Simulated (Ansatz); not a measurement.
The cell is PbS built on the rocksalt prototype; cell and atoms were relaxed with r2SCAN. Space group Fm-3m (No. 225), cubic; a = 5.974 Å in the conventional setting, 26.66 Å³ an atom. Around Pb lie 6 S at 2.99 Å; around S lie 6 Pb at 2.99 Å.

```cif
data_structure
_symmetry_space_group_name_H-M 'Fm-3m'
_symmetry_Int_Tables_number 225
_cell_length_a 5.9745
_cell_length_b 5.9745
_cell_length_c 5.9745
_cell_angle_alpha 90.000
_cell_angle_beta 90.000
_cell_angle_gamma 90.000
_cell_volume 213.25
loop_
_atom_site_label
_atom_site_type_symbol
_atom_site_symmetry_multiplicity
_atom_site_Wyckoff_symbol
_atom_site_fract_x
_atom_site_fract_y
_atom_site_fract_z
_atom_site_occupancy
Pb1 Pb 4 a 0.00000 0.00000 0.00000 1
S1 S 4 b 0.50000 0.00000 0.00000 1
```

The questions ask for values computed with Ansatz 0.2.0 on this geometry. Calculated for a static, non-magnetic cell.

Given (8×8×8 mesh): LDA gives a direct gap of 0.30 eV at L.

**Question.** Estimate the gap with PBE+SOC on 8×8×8.

**Answer.** With PBE+SOC the gap is 0.01 eV and direct, at L. (With 0.02 eV of smearing so small a gap leaves both edges partly filled, and it could close between the points sampled.) Spin-orbit coupling itself accounts for -0.42 eV. The gap differs by -0.29 eV from LDA's.

**Question.** How does the gap change from LDA to HSE06 (6×6×6)?

**Answer.** HSE06 gives a direct gap of 0.88 eV at L. The gap differs by +0.58 eV from LDA's.

**Question.** Estimate the gap with Hartree-Fock on 6×6×6.

**Answer.** With Hartree-Fock the gap is 5.35 eV and direct, at L. The gap differs by +5.05 eV from LDA's.

**Question.** What fraction of exact exchange does the dielectric-dependent hybrid take (1/ε∞ of PBE, averaged over directions)?

**Answer.** 0.061.

Only the levels marked +SOC include spin-orbit coupling.

The meshes of the hybrids are coarse, so their gaps aren't converged to the digits shown.

Set aside, since their points miss a band edge that the other levels read or their mesh is too coarse: LC-ωPBE. Gaps under 0.1 eV (PBE+SOC) can't be told from a closed one: the bands may be in normal order or already inverted, which a gap's size doesn't show.
